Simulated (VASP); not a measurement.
B12N11 (a cell with a defect): relaxation of the atoms with PBEsol

B12N11 (a cell with a defect):

```
B N
1.0
     0.00000    5.42250    5.42250
     3.61500    0.00000    3.61500
     3.61500    3.61500    0.00000
B N
12 11
Direct
  0.99926 0.98538 0.01051
  0.99538 0.01187 0.49359
  0.00325 0.49961 0.00040
  0.99817 0.50960 0.49597
  0.33111 0.00721 0.00594
  0.33032 0.00052 0.49162
  0.33048 0.50198 0.99968
  0.32802 0.50140 0.49544
  0.67688 0.00098 0.99257
  0.66474 0.99453 0.51341
  0.67201 0.49693 0.99906
  0.66863 0.48968 0.49370
  0.07819 0.11316 0.63219
  0.08454 0.64318 0.11925
  0.08350 0.62633 0.62401
  0.40557 0.13546 0.13183
  0.41880 0.11920 0.61966
  0.41493 0.63032 0.12400
  0.41254 0.62980 0.61873
  0.74789 0.12096 0.14060
  0.74840 0.12524 0.62167
  0.74397 0.62916 0.13049
  0.75072 0.62783 0.62976
```

The cell isn't the ideal one: atoms moved at random, drawn with an rms of 0.05 Å.

* Program: VASP 6.6.1
* Task: relaxation of the atoms
* Functional: PBEsol
* Potentials or basis: VASP PAW PBE potentials, release 64 (B, N)
* Cutoff: 450 eV
* k mesh: 3 × 4 × 4
* Occupations: gaussian, width 0.03 eV
* Spin: collinear spin, ferromagnetic start
* Starting moments: [0.5, 0.5, 0.5, 0.0, 0.5, 0.0, 0.0, 0.0, 0.0, 0.0, 0.0, 0.0, 0.0, 0.0, 0.0, 0.0, 0.0, 0.0, 0.0, 0.0, 0.0, 0.0, 0.0] μB
* Fixed moment: 2 μB
* Dq: -1
* Further INCAR settings: LREAL = Auto; ALGO = Normal; EDIFF = 1e-05; ISYM = 0; IBRION = 2; EDIFFG = -0.03; NSW = 60; NELECT = 92.0

```
Energy gained by relaxing                             : 40.9 meV/atom
Ionic steps                                           : 16
Largest force after relaxing                          : 0.028 eV/Å
Net moment                                            : 2.00 μB per cell
Site moments                                          : B +0.17, +0.21, +0.01, +0.29, +0.04, +0.02; N +0.01, +0.00, +0.02 μB
Valence electrons inside the program's atomic spheres : B 1.91, 2.06, 1.97, 2.04, 2.05; N 3.94, 3.95, 3.96
```

Forces on the atoms (eV/Å):
```
B    0.015  0.006  0.023
B   -0.007  0.010 -0.007
B    0.005 -0.010  0.002
B   -0.009 -0.001  0.006
B    0.002 -0.009 -0.019
B    0.000 -0.009 -0.006
B   -0.010 -0.007 -0.003
B    0.006 -0.001  0.003
B    0.002  0.007 -0.007
B    0.001 -0.004  0.000
B   -0.004  0.005  0.001
B   -0.008  0.005  0.007
N    0.003  0.008  0.000
N    0.002 -0.015  0.004
N   -0.015 -0.007  0.000
N   -0.007  0.003  0.000
N    0.002  0.003  0.003
N    0.010 -0.002 -0.006
N    0.000 -0.003 -0.002
N    0.010 -0.001  0.002
N    0.003 -0.001 -0.013
N    0.004  0.012  0.000
N   -0.005  0.011  0.011
```

Step by step:
```csv
step,energy change (eV),largest force (eV/Å),pressure (GPa)
1,0.0000,3.6275,10.41
2,0.0045,3.1211,9.85
3,-0.7990,1.0872,8.50
4,-0.8704,0.8860,8.57
5,-0.8961,0.4023,8.45
6,-0.9265,0.2238,8.55
7,-0.9270,0.2398,8.56
8,-0.9360,0.1909,8.68
9,-0.9362,0.1331,8.66
10,-0.9383,0.0770,8.71
11,-0.9384,0.0706,8.71
12,-0.9391,0.0430,8.73
13,-0.9391,0.0467,8.74
14,-0.9395,0.0392,8.74
15,-0.9395,0.0392,8.74
16,-0.9397,0.0284,8.73
```

Final structure:
```
CELL_PARAMETERS angstrom
0.00000 5.42250 5.42250
3.61500 0.00000 3.61500
3.61500 3.61500 0.00000
ATOMIC_POSITIONS crystal
B 0.00113 0.00216 0.00262
B 0.99570 0.00616 0.49822
B 0.99602 0.49925 0.00546
B 0.00032 0.50052 0.50030
B 0.33877 0.99526 0.99403
B 0.33007 0.00329 0.49965
B 0.33009 0.50038 0.00270
B 0.33046 0.50108 0.50032
B 0.66311 0.00277 0.00178
B 0.66673 0.00220 0.49797
B 0.66669 0.49884 0.00144
B 0.66481 0.50126 0.50035
N 0.08241 0.12781 0.62486
N 0.08248 0.62529 0.12747
N 0.08150 0.62624 0.62574
N 0.41415 0.12654 0.12572
N 0.41787 0.12556 0.62095
N 0.41789 0.62188 0.12472
N 0.41409 0.62659 0.62588
N 0.75138 0.12507 0.12437
N 0.74625 0.12753 0.62778
N 0.74627 0.62872 0.12655
N 0.74904 0.62592 0.62519
```

Wall time 30 min on 4 MPI ranks on Intel(R) Xeon(R) Platinum 8259CL CPU @ 2.50GHz (Skylake/Cascade Lake), on a shared host, peak memory 0.45 GiB a rank.

Caveat: the k mesh is coarse (spacing up to 0.38 Å⁻¹), so the values aren't converged; the cell is charged against a uniform background, so pressure and absolute levels hang on convention; the cutoff is under 1.25 times the usual one of these potentials, so pressure, stress and relaxed cells hold a basis-set (Pulay) error; the PAW data sets were made with another functional, which shifts forces and pressure a little; the total moment is fixed, so each spin has its own Fermi level.
